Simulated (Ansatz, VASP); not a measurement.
# Sn in VASP and in Ansatz

INCAR

```
PREC = Accurate ; ENCUT = 520
EDIFF = 1E-7 ; ISMEAR = -1
SIGMA = 0.1 ; LREAL = False
LASPH = True ; NELM = 80
ALGO = Normal ; ISIF = 2
LWAVE = False ; LCHARG = False
NBANDS = 13
```

File KPOINTS:

```
regular mesh
0
Gamma
  13 13 13
```

Contents of POSCAR:

```
Sn
1.0
    0.0000000000      2.3158120438      2.3158120438
    2.3158120438      0.0000000000      2.3158120438
    2.3158120438      2.3158120438      0.0000000000
Sn
1
Direct
    0.0000000000      0.0000000000      0.0000000000
```

Input for Ansatz:

```yaml
crystal:
  lattice:
    - [0.0, 2.3158120438, 2.3158120438]
    - [2.3158120438, 0.0, 2.3158120438]
    - [2.3158120438, 2.3158120438, 0.0]
  atoms:
    - { symbol: Sn, position: [0.0, 0.0, 0.0] }
hamiltonian:
  xc: lda
  pseudopotentials:
    kind: paw
    azcp:
      Sn: "pseudopotentials/Sn.paw.azcp"
basis:
  ecutwfc: 420
  fft_grid_basis: typed
kpoints:
  mp_grid: { grid: [13, 13, 13], shift: [0, 0, 0] }
magnetization:
  spin_polarized: false
scf:
  occupations: { method: fermi_dirac, width: 0.1 }
  lower_state_search: "off"
output:
  stress: true
```

Alike in both runs: task single point; functional LDA; k mesh 13 × 13 × 13; occupations fermi-dirac, width 0.1 eV; no spin polarisation.

|  | VASP | Ansatz |
| --- | --- | --- |
| version | VASP 6.6.1 | Ansatz 0.2.0 |
| potentials or method | VASP PAW LDA potentials, release 64 (Sn_d) | plane waves (420 eV) with PAW, scalar-relativistic |
| plane-wave cutoff (eV) | 520 | 420 |
| valence electrons in the cell | 14 | 14 |

Ansatz gave:

```
pressure (GPa) : 2.4
```

What did VASP give for the same quantities?

Pressure (GPa): 2.5.

Ansatz warned: «pseudo_functional_mismatch».
